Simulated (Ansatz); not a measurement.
**Compressing Ti: a fit and a missing row**

Ti, P6_3/mmc, a = 2.900 Å, c = 4.591 Å. Ansatz: PBEsol, PAW, 420 eV, Γ-centred 18×18×10 mesh on 2 atoms, Gaussian smearing 0.10 eV; no spin polarisation. Shape and atoms are relaxed at each volume; pressure is positive in compression.

```tsv
V (Å³/atom)	P (GPa)
14.717	19.05
15.219	?
15.721	8.26
16.222	3.86
16.724	0.01
17.226	-3.35
17.727	-6.28
18.396	-9.60
```

Problem. Take V0 = 16.724 Å³/atom, count pressures from its P0 = 0.01 GPa, fit the third-order Birch–Murnaghan form to the other rows, and predict the missing pressure.

Solution. With the Eulerian strain f = ½[(V0/V)^(2/3) − 1] and y = (P − P0)/[3f(1 + 2f)^(5/2)], the form is the line y = B0 + 1.5 B0 (B0′ − 4) f. Rows (f, y): 0.04448, 115.3; 0.02105, 117.8; 0.01026, 118.9; -0.00976, 120.6; -0.01904, 121.3; -0.03077, 122.0. Means f = 0.002703, y = 119.32; Σ(Δf)² = 0.003888, ΣΔfΔy = -0.3477; the slope is their ratio. y = 119.6 − 89.44 f GPa, so B0 = 119.6 GPa and B0′ = 4 + 2 × (-89.44)/(3 × 119.6) = 3.50. At V = 15.219, f = 0.03244, y = 116.70 and P = 13.30 GPa. The run gave 13.30 GPa, the same to the digits shown.